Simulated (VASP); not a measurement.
# Cu (Fm-3m) in VASP: a series of runs

The runs below take Cu through relaxation of cell and atoms, with PBE.

Program: VASP 6.6.1. These are calculated values, not measurements. Logs are shortened: lines on timing, memory, paths and dates and some standing lists are left out, and cuts for length are marked.

### 1 Starting point

It takes space group Fm-3m (No. 225, cubic). Conventional cell: a = 3.615 Å, b = 3.615 Å, c = 3.615 Å, α = 90.00°, β = 90.00°, γ = 90.00°. Cu (site symmetry m-3m) has 12 Cu at 2.56 Å as nearest neighbours.

### 2 Relaxation of cell and atoms, PBE

The input, INCAR:

```
ALGO = Normal ; AMIX = 0.2
EDIFF = 1E-7 ; EDIFFG = -0.002
ENCUT = 520 ; GGA = PE
IBRION = 2 ; ISIF = 3
ISMEAR = 0 ; LASPH = True
LCHARG = False ; LREAL = False
LWAVE = False ; NELM = 80
NSW = 80 ; PREC = Accurate
SIGMA = 0.1
```

The input, KPOINTS:

```
k-points
0
Gamma
  20 20 20
```

The input, POSCAR:

```
Cu
1.0
    0.0000000000      1.8075000000      1.8075000000
    1.8075000000      0.0000000000      1.8075000000
    1.8075000000      1.8075000000      0.0000000000
Cu
1
Direct
    0.0000000000      0.0000000000      0.0000000000
```

Potentials or basis: VASP PAW PBE potentials, release 64 (Cu).

Launch:

```console
> cat potpaw_PBE.64/Cu/POTCAR > POTCAR
> mpirun -np 1 vasp_std > vasp.out
```

OUTCAR:

```text
AMIX = 0.2
   EDIFF = 1E-7
   EDIFFG = -0.002
   ENCUT = 520
   GGA = PE
   IBRION = 2
   ISIF = 3
   ISMEAR = 0
   LASPH = True
   LREAL = False
   NELM = 80
   NSW = 80
   PREC = Accurate

 ion  position               nearest neighbor table
   1  0.000  0.000  0.000-

  LATTYP: Found a face centered cubic cell.
 ALAT       =     3.6150000000

  Lattice vectors:

 A1 = (   0.0000000000,   1.8075000000,   1.8075000000)
 A2 = (   1.8075000000,   0.0000000000,   1.8075000000)
 A3 = (   1.8075000000,   1.8075000000,   0.0000000000)

Analysis of symmetry for initial positions (statically):
=====================================================================
 Subroutine PRICEL returns:
 Original cell was already a primitive cell.

 Routine SETGRP: Setting up the symmetry group for a
 face centered cubic supercell.

 Subroutine GETGRP returns: Found 48 space group operations
 (whereof 48 operations were pure point group operations)
 out of a pool of 48 trial point group operations.

The static configuration has the point symmetry O_h .

Analysis of symmetry for dynamics (positions and initial velocities):
=====================================================================
 Subroutine PRICEL returns:
 Original cell was already a primitive cell.

 Routine SETGRP: Setting up the symmetry group for a
 face centered cubic supercell.

 Subroutine GETGRP returns: Found 48 space group operations
 (whereof 48 operations were pure point group operations)
 out of a pool of 48 trial point group operations.

The dynamic configuration has the point symmetry O_h .

 Subroutine INISYM returns: Found 48 space group operations
 (whereof 48 operations are pure point group operations),
 and found     1 'primitive' translations

----------------------------------------------------------------------------------------

                                     Primitive cell

  volume of cell :      11.8104

  direct lattice vectors                    reciprocal lattice vectors
     0.000000000  1.807500000  1.807500000    -0.276625173  0.276625173  0.276625173
     1.807500000  0.000000000  1.807500000     0.276625173 -0.276625173  0.276625173
     1.807500000  1.807500000  0.000000000     0.276625173  0.276625173 -0.276625173

  length of vectors
     2.556191014  2.556191014  2.556191014     0.479128854  0.479128854  0.479128854

  position of ions in fractional coordinates (direct lattice)
     0.000000000  0.000000000  0.000000000

  ion indices of the primitive-cell ions
   primitive index   ion index
                 1           1

----------------------------------------------------------------------------------------

 KPOINTS: k-points

Automatic generation of k-mesh.
 Grid dimensions read from file:
 generate k-points for:   20   20   20

 Generating k-lattice:

  Cartesian coordinates                     Fractional coordinates (reciprocal lattice)
    -0.013831259  0.013831259  0.013831259     0.050000000  0.000000000  0.000000000
     0.013831259 -0.013831259  0.013831259     0.000000000  0.050000000  0.000000000
     0.013831259  0.013831259 -0.013831259     0.000000000  0.000000000  0.050000000

  Length of vectors
     0.023956443  0.023956443  0.023956443

  Shift w.r.t. Gamma in fractional coordinates (k-lattice)
     0.000000000  0.000000000  0.000000000

 Subroutine IBZKPT returns following result:
 ===========================================

 Found    256 irreducible k-points:

 Following reciprocal coordinates:
            Coordinates               Weight
  0.000000  0.000000  0.000000      1.000000
  0.050000  0.000000  0.000000      8.000000
  0.100000  0.000000  0.000000      8.000000
  0.150000  0.000000  0.000000      8.000000
  0.200000  0.000000  0.000000      8.000000
  0.250000  0.000000  0.000000      8.000000
[... 16 lines left out ...]
 -0.400000  0.050000  0.000000     24.000000
 -0.350000  0.050000  0.000000     24.000000
 [... further k-points ...]
   k-points           NKPTS =    256   k-points in BZ     NKDIM =    256   number of bands    NBANDS=      9
   number of dos      NEDOS =    301   number of ions     NIONS =      1
   total plane-waves  NPLWV =   8000
   dimension x,y,z NGX =    20 NGY =   20 NGZ =   20
   dimension x,y,z NGXF=    40 NGYF=   40 NGZF=   40
   ions per type =               1
   NGX,Y,Z   is equivalent  to a cutoff of  13.01, 13.01, 13.01 a.u.
   NGXF,Y,Z  is equivalent  to a cutoff of  26.01, 26.01, 26.01 a.u.
 SYSTEM =  unknown system
   PREC   = accura    normal or accurate (medium, high low for compatibility)
   ISTART =      0    job   : 0-new  1-cont  2-samecut
   ICHARG =      2    charge: 1-file 2-atom 10-const
   ISPIN  =      1    spin polarized calculation?
   LNONCOLLINEAR =      F non collinear calculations
   LSORBIT =      F    spin-orbit coupling
   LASPH  =      T    aspherical Exc in radial PAW
   ENCUT  =  520.0 eV  38.22 Ry    6.18 a.u.   4.75  4.75  4.75*2*pi/ulx,y,z
   NELM   =     80;   NELMIN=  2; NELMDL= -5     # of ELM steps
   EDIFF  = 0.1E-06   stopping-criterion for ELM
   LREAL  =      F    real-space projection
   EDIFFG = -.2E-02   stopping-criterion for IOM
   NSW    =     80    number of steps for IOM
   IBRION =      2    ionic relax: 0-MD 1-quasi-New 2-CG
   NFREE  =      1    steps in history (QN), initial steepest desc. (CG)
   ISIF   =      3    stress and relaxation
   ISYM   =      2    0-nonsym 1-usesym 2-fastsym
   POTIM  = 0.5000    time-step for ionic-motion
   TEBEG  =    0.0;   TEEND  =   0.0 temperature during run
   PSTRESS=    0.0 pullay stress
   NELECT =      11.0000    total number of electrons
   NUPDOWN=      -1.0000    fix difference up-down
   EMIN   =  10.00;   EMAX   =-10.00  energy-range for DOS
   EFERMI =   0.00;   METHOD = LEGACY
   ISMEAR =     0;   SIGMA  =   0.10  broadening in eV -4-tet -1-fermi 0-gaus
   EFERMI_NEDOS =   21; number of points for ismear=-14 and -15
   IALGO  =     38    algorithm
   IMIX   =      4    mixing-type and parameters
     AMIX     =   0.20;   BMIX     =  1.00
     AMIX_MAG =   0.80;   BMIX_MAG =  1.00
  volume/ion in A,a.u.               =      11.81        79.70
  Fermi-wavevector in a.u.,A,eV,Ry     =   1.598763  3.021224 34.777078  2.556043
  Thomas-Fermi vector in A             =   2.696162
   LORBIT       =      0    0 simple, 1 ext, 2 COOP (PROOUT), +10 PAW based schemes
   GGA     = PE    functional components
   LHFCALC =     F    Hartree Fock is set to
   AEXX    =    0.0000 exact exchange contribution
   IVDW    =     0    specifies the selected vdW correction
   LEPSILON=     F    determine dielectric tensor
   LRPA    =     F    only Hartree local field effects (RPA)
 conjugate gradient relaxation of ions
 non-spin polarized calculation
 Gauss-broadening in eV      SIGMA  =   0.10
  energy-cutoff  :      520.00
  volume of cell :       11.81
 maximum number of plane-waves:       332
   NGX =  9   NGY =  9   NGZ =  9

--------------------------------------- Ionic step        1  -------------------------------------------

 number of electron      11.0000001 magnetization

 Free energy of the ion-electron system (eV)
  ---------------------------------------------------
  ext. energy  EPLUGINS =         0.00000000
  ---------------------------------------------------
  free energy    TOTEN  =        -3.72803555 eV

  energy without entropy =       -3.72672105  energy(sigma->0) =       -3.72737830

------------------------ aborting loop because EDIFF is reached ----------------------------------------

  FORCE on cell =-STRESS in cart. coord.  units (eV):
  Direction    XX          YY          ZZ          XY          YZ          ZX
  --------------------------------------------------------------------------------------
  -------------------------------------------------------------------------------------
  Total        0.1699847      0.1699847      0.1699847     -0.0000000     -0.0000000      0.0000000
  in kB       23.0598028     23.0598028     23.0598028     -0.0000000     -0.0000000      0.0000000
  external PRESSURE =      23.0598028 kB  Pullay stress =       0.0000000 kB
[... 55 lines left out ...]
  energy  without entropy=       -3.7276076717  energy(sigma->0) =       -3.72828354

--------------------------------------- Ionic step        3  -------------------------------------------

 number of electron      10.9999996 magnetization

 Free energy of the ion-electron system (eV)
  ---------------------------------------------------
  ext. energy  EPLUGINS =         0.00000000
  ---------------------------------------------------
  free energy    TOTEN  =        -3.72935704 eV

  energy without entropy =       -3.72801817  energy(sigma->0) =       -3.72868760

 E-fermi :   7.3658     XC(G=0): -12.6346

 val. band max:        7.3455973206   @ k =   0.5000   0.2500   0.1000
 cond. band min:       7.4110273335   @ k =   0.5000   0.3500   0.1500
 fundamental gap:      0.0654300129
 Fermi energy:         7.3658306746

 k-point     1 :       0.0000    0.0000    0.0000
  band No.  band energies     occupation
      1      -1.8398      2.00000
      2       4.4146      2.00000
      3       4.4146      2.00000
      4       4.4146      2.00000
      5       5.2168      2.00000
      6       5.2168      2.00000
      7      29.8603      0.00000
      8      32.3829      0.00000
      9      32.3829      0.00000
[... 265 lines left out ...]
 k-point    24 :      -0.3500    0.0500    0.0000
  band No.  band energies     occupation
      1       1.9422      2.00000
      2       4.4407      2.00000
      3       4.4795      2.00000
      4       4.6163      2.00000
      5       5.5252      2.00000
      6       5.8027      2.00000
      7      14.5812      0.00000
      8      27.0049      0.00000
      9      29.4044      0.00000

 [... further k-points ...]
[... 5 lines left out ...]
  --------------------------------------------------------------------------------------
  -------------------------------------------------------------------------------------
  Total        0.0016441      0.0016441      0.0016441     -0.0000000      0.0000000      0.0000000
  in kB        0.2195531      0.2195531      0.2195531     -0.0000000      0.0000000      0.0000000
  external PRESSURE =       0.2195531 kB  Pullay stress =       0.0000000 kB
[... 16 lines left out ...]
  FREE ENERGIE OF THE ION-ELECTRON SYSTEM (eV)
  ---------------------------------------------------
  free  energy   TOTEN  =        -3.7293570410 eV

  energy  without entropy=       -3.7280181664  energy(sigma->0) =       -3.72868760

 reached required accuracy - stopping structural energy minimisation
```

Wall time 40 s (1 thread of AMD EPYC 9R45 (Zen 5), shared host); peak memory 0.12 GiB.

Results:

- Free energy: -3.7294 eV
- Relaxed volume: 12.00 Å³/atom
- Relaxed cell: a = 2.570 Å, b = 2.570 Å, c = 2.570 Å, α = 60.00°, β = 60.00°, γ = 60.00°
- Space group after relaxing (to 0.05 Å): Fm-3m (No. 225)
- Energy gained by relaxing: 1.3 meV/atom
- Ionic steps: 3
- Pressure after relaxing: 0.0 GPa
- Band gap on the k mesh: none (metal or under the smearing width)

The path:
```
step  energy change (eV)  largest force (eV/Å)  pressure (GPa)  volume (Å³)
   1              0.0000                0.0000            2.31        11.81
   2             -0.0009                0.0000           -1.18        12.10
   3             -0.0013                0.0000            0.02        12.00
```

Final structure:
```
Cu
1.0
     0.00000    1.81700    1.81700
     1.81700    0.00000    1.81700
     1.81700    1.81700    0.00000
Cu
1
Cartesian
  0.0000 0.0000 0.0000
```

PBE usually gives volumes a little too large and moduli too small. Zero-point motion and thermal expansion aren't in these numbers.

### 3 Relaxation of cell and atoms, PBE

This run uses another cell than the first one, of 12.00 Å³/atom, 1.016 times its volume.

INCAR is that of step 2.

KPOINTS is that of step 2.

The input, POSCAR:

```
Cu                                      
1.0
   -0.0000000000      1.8169970333      1.8169970333
    1.8169970333     -0.0000000000      1.8169970333
    1.8169970333      1.8169970333      0.0000000000
  Cu            
     1
Direct
     0.0000000000000000    0.0000000000000000    0.0000000000000000
```

Potentials or basis: VASP PAW PBE potentials, release 64 (Cu).

Launch:

```console
> cat potpaw_PBE.64/Cu/POTCAR > POTCAR
> mpirun -np 1 vasp_std > vasp.out
```

Wall time 75 s (1 thread of AMD EPYC 9R45 (Zen 5), shared host); peak memory 0.12 GiB.

Results (log left out):

```yaml
Free_energy: -3.7295 eV
Relaxed_volume: 12.00 Å³/atom
Relaxed_cell: a = 2.570 Å, b = 2.570 Å, c = 2.570 Å, α = 60.00°, β = 60.00°, γ = 60.00°
Space_group_after_relaxing_to_0.05_Å: Fm-3m (No. 225)
Energy_gained_by_relaxing: 0.0 meV/atom
Ionic_steps: 12
Pressure_after_relaxing: 0.0 GPa
Band_gap_on_the_k_mesh: none (metal or under the smearing width)
```

Final structure:
```cif
data_structure
_symmetry_space_group_name_H-M 'P 1'
_symmetry_Int_Tables_number 1
_cell_length_a 2.5697
_cell_length_b 2.5697
_cell_length_c 2.5697
_cell_angle_alpha 60.000
_cell_angle_beta 60.000
_cell_angle_gamma 60.000
_cell_volume 12.00
loop_
_atom_site_label
_atom_site_type_symbol
_atom_site_fract_x
_atom_site_fract_y
_atom_site_fract_z
_atom_site_occupancy
Cu1 Cu 0.00000 0.00000 0.00000 1
```

Levels at points of the mesh, in eV from the Fermi level:
```tsv
k point	band 4	band 5	band 6	band 7	band 8	band 9
(0.00, 0.00, 0.00)	-2.95	-2.15	-2.15	22.49	25.02	25.02
(0.50, 0.00, 0.00)	-1.59	-1.59	-0.93	3.70	20.99	21.85
(0.50, 0.50, 0.00)	-1.45	-1.45	1.54	7.03	12.99	12.99
```
